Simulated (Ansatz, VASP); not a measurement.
ScAl: VASP beside Ansatz

```
Sc Al
1.0
     3.29610    0.00000    0.00000
     0.00000    3.29610    0.00000
     0.00000    0.00000    3.29610
Sc Al
1 1
Cartesian
  1.6481 1.6481 1.6481
  0.0000 0.0000 0.0000
```

Alike in both runs: functional PBEsol; k mesh 14 × 14 × 14; occupations fermi-dirac, width 0.1 eV; no spin polarisation.

Ansatz relaxed the structure, and its values are those at the end. VASP's run is a single point on that final structure, the one shown.

|  | VASP | Ansatz |
| --- | --- | --- |
| version | VASP 6.6.1 | Ansatz 0.2.0 |
| potentials or method | VASP PAW PBE potentials, release 64 (Sc_sv, Al) | PAW with Ansatz's default frozen-core files, scalar-relativistic |
| plane-wave cutoff (eV) | 520 | 420 |
| valence electrons in the cell | 14 | 14 |

```csv
,VASP,Ansatz,Ansatz less VASP
pressure (GPa),4.1,4.0,-0.17
```

The functional is the same, so the differences come from potentials, cutoffs and numerics.

Caveats: the PAW data sets were made with another functional, which shifts forces and pressure a little (VASP).
